**Q:** At 26.962 Å³/atom this cadmium sulfide crystal must be held open by a tension of 1.72 GPa. The last 3 percent of volume cost an extra 1.44 GPa. If I stretch it by 3 percent again, and then once more, what will each stretch cost?

**A:** Start from the known cells. Negative pressure means that the crystal pulls inward and must be held open from outside. The ratio c/a hardly changes, so the cells differ in size but not in shape.

Ansatz 0.2.0, PBE with plane waves and PAW potentials, for wurtzite CdS (4-atom cell): cutoff 420 eV, k mesh 12×12×4, Fermi–Dirac smearing 0.02 eV, no spin polarisation. The r2SCAN cell is strained equally in all directions, with atoms held at positions relaxed in r2SCAN. Pressure and stress are positive in compression.

| volume (Å³/atom) | c/a | shortest distance (Å) | pressure (GPa) | stress xx (GPa) | stress zz (GPa) |
| --- | --- | --- | --- | --- | --- |
| 21.197 | 1.6246 | 2.396 | 17.500 | 17.420 | 17.660 |
| 21.591 | 1.6246 | 2.411 | 15.280 | 15.200 | 15.430 |
| 22.478 | 1.6247 | 2.443 | 10.940 | 10.900 | 11.030 |
| 23.188 | 1.6246 | 2.468 | 8.040 | 8.000 | 8.110 |
| 23.781 | 1.6247 | 2.489 | 5.930 | 5.910 | 5.990 |
| 23.913 | 1.6247 | 2.494 | 5.500 | 5.480 | 5.550 |
| 25.407 | 1.6246 | 2.545 | 1.380 | 1.350 | 1.430 |
| 25.790 | 1.6246 | 2.557 | 0.520 | 0.490 | 0.570 |
| 26.177 | 1.6247 | 2.570 | -0.280 | -0.310 | -0.230 |
| 26.962 | 1.6246 | 2.595 | -1.720 | -1.740 | -1.660 |
| 27.763 | 1.6247 | 2.621 | ? | ? | ? |
| 28.579 | 1.6247 | 2.646 | ? | ? | ? |

**Q:** The last two known rows give me a slope. Why not extend it?

**A:** Because the slope itself changes. Take the stiffness, which is the change of pressure divided by the relative change of volume. It is about 120 GPa between the two smallest cells and 49 GPa between the two largest known ones, and it falls at every step between. A straight line would end this fall just where our knowledge ends. The stiffness would even rise slightly, since it is the slope times the volume.

**Q:** What makes the crystal softer as it grows?

**A:** Two opposing effects that fade at different rates. When neighbouring atoms are squeezed together, their filled shells overlap and repel, and this repulsion dies off quickly with distance. The attraction that binds the crystal fades more slowly. Resistance to a change of volume comes mainly from the steep repulsion, so the crystal softens as that repulsion dies away. That is standard bonding physics; the table shows the softening but does not separate the two effects.

A diatomic molecule is the simplest comparison. Pull its atoms apart and the restoring force first grows in proportion to the stretch, then more slowly, because the energy curve must level off at large distance and so bends upward less and less. The comparison holds for small stretches like ours, about 3 percent in length at the largest volume. It leaves out that a crystal's faces grow as well, which spreads the pull over more area.

**Q:** Can you turn that into a number?

**A:** Let x be the cube root of V/V₀, where V is the volume and V₀ the volume at zero pressure. So x measures the stretch in length. Give the crystal a binding energy proportional to −(1 + a)·exp(−a), with a = k(x − 1). Its slope with respect to x is proportional to (x − 1)·exp(−a). Pressure is minus the slope with respect to volume, and volume grows as x³, which adds a factor 1/x². The result is the Vinet equation:

P = 3B · (1 − x)/x² · exp[k(1 − x)], with k = 1.5(B′ − 1)

Here B is the stiffness at zero pressure and B′ tells how fast the stiffness changes with pressure. A least-squares fit to the ten known pressures gives V₀ = 26.04 Å³/atom, B = 53.0 GPa and B′ = 4.73. Near zero pressure, then, each GPa of tension removes nearly 5 GPa of stiffness.

**Q:** Show me the first withheld cell, 27.763 Å³/atom.

**A:** It was not part of the fit. Its volume is 6.64 percent above V₀, so x = 1.02165.

- A spring of constant strength would give 3 × 53.0 × (−0.02165) = −3.44 GPa.
- Spreading the pull over larger faces divides this by x² = 1.044, which leaves −3.30 GPa.
- The fading bond multiplies it by exp(−5.59 × 0.02165) = 0.886, which leaves −2.92 GPa.

The last factor matters most: the weakening of the bond removes about a tenth of the pull.

**Q:** And how far would you trust it?

**A:** I compared it with the Birch–Murnaghan equation, which makes the energy a cubic polynomial in V^(−2/3) and also has three constants. It follows the known rows more closely, with a typical miss of 0.002 GPa against 0.007 GPa for Vinet. I keep Vinet for its picture of a stretched bond, and count the difference between the two forecasts as part of my uncertainty. To that difference I add 0.05 GPa, by judgement, for effects of the finite basis and mesh. Both equations know only the volume, so they leave out that stress zz exceeds stress xx, by 0.08 GPa in the larger cells and by 0.24 GPa in the smallest. The steady 0.08 GPa persists where the pressure passes through zero, so unequal stiffness along the two axes cannot be its main cause. More likely the shape is slightly off: c/a comes from another density functional, r2SCAN, and PBE would probably choose a slightly longer c axis. Why the difference grows so unevenly under compression I cannot say.

My forecasts are:

- 27.763 Å³/atom: −2.92 ± 0.09 GPa
- 28.579 Å³/atom: −3.95 ± 0.12 GPa

Both pressures should be negative, the second more so. The two steps should cost 1.20 and 1.03 GPa, each less than the last known step. The straight line, at −3.19 and −4.69 GPa, should overstate the tension.

**Q:** Could the crystal change its nature on the way?

**A:** I see no sign of it. The last known cell is still an insulator with a gap of about 1 eV in the same calculation, so I leave the forecast unshifted. Now the computed values.

The withheld rows as computed:

| volume (Å³/atom) | c/a | shortest distance (Å) | pressure (GPa) | stress xx (GPa) | stress zz (GPa) |
| --- | --- | --- | --- | --- | --- |
| 27.763 | 1.6247 | 2.621 | -2.950 | -2.980 | -2.900 |
| 28.579 | 1.6247 | 2.646 | -4.010 | -4.030 | -3.960 |

**Q:** Both fall inside your ranges. Is the Vinet picture confirmed?

**A:** The softening is. The computed steps are 2.95 − 1.72 = 1.23 GPa and 4.01 − 2.95 = 1.06 GPa, both smaller than the last known one. The straight line overstates the tension by 0.24 GPa in the first cell and by 0.68 GPa in the second, which is 17 percent of the computed value. Ignoring the softening is thus a modest error one step out and a serious one two steps out.

The finer shape of the Vinet curve does less well. It gives too little tension in both cells, by 0.03 and then 0.06 GPa. Birch–Murnaghan misses by only 0.01 and 0.02 GPa, on the other side.

**Q:** Could you have known that beforehand?

**A:** I had a hint. Birch–Murnaghan followed the known rows more closely, as I said, and the Vinet fit was at its worst in the largest known cell, where it already gave too little tension. I preferred Vinet for its picture of a stretched bond, and that preference cost some accuracy. A possible reason is that the Vinet form cannot quite serve strong compression and tension with one set of constants, a task that Birch–Murnaghan managed better here. A Vinet fit to the cells near zero pressure alone would test this; I have not made one.

**Q:** If I needed such numbers for a real part, what should I carry over?

**A:** The way the stiffness falls, more than the exact pressures. The unstrained cell, at 25.407 Å³/atom, has its geometry from r2SCAN. With PBE it is still under 1.38 GPa, and the pressure vanishes only at a volume 2.5 percent larger. A different functional would therefore move the zero of the whole curve. PBE tends to make such crystals somewhat too large and too soft, so the real stiffness at zero pressure is expected to lie above 53 GPa. On the compressed side there is a further limit: real cadmium sulfide turns from this wurtzite structure to the rocksalt structure at a few GPa, so the strongly compressed cells do not describe its stable form.

Nor are these tensions a breaking strength. They belong to a perfect crystal stretched equally in all directions, without thermal motion, whereas a real part usually fails earlier, at cracks and other flaws. For a small further stretch of such a crystal, take the stiffness where you stand and let it keep falling as the tension grows.
